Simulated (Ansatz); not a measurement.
The system is Bi.

```
Bi
1.0
    -1.98143    1.98143    1.98143
     1.98143   -1.98143    1.98143
     1.98143    1.98143   -1.98143
Bi
1
Direct
  0.00000 0.00000 0.00000
```

This isn't the form of Bi at room conditions, which is rhombohedral.

Base run:

| Quantity | Value |
| --- | --- |
| Program | Ansatz 0.2.0 |
| Functional | RPBE |
| Potentials or basis | Ansatz PAW |
| Cutoff | 420 eV (not typed: the program's choice for these potentials) |
| k mesh | 9 × 9 × 9 |
| Occupations | gaussian, width 0.1 eV |
| Spin | no spin polarisation |

Its results: band gap on the k mesh none (metal or under the smearing width); pressure 2.3 GPa.

The run is repeated on the same cell with these changes: functional from RPBE to LDA; occupations from gaussian, width 0.1 eV to gaussian, width 0.05 eV. What comes out?

Band gap on the k mesh none (metal or under the smearing width); pressure -3.3 GPa.

Caveats: spin-orbit coupling is left out, which moves the levels of the heavy elements; the PAW data sets come from PBE, with cores solved anew for the run's functional, which leaves a small shift of forces and pressure.
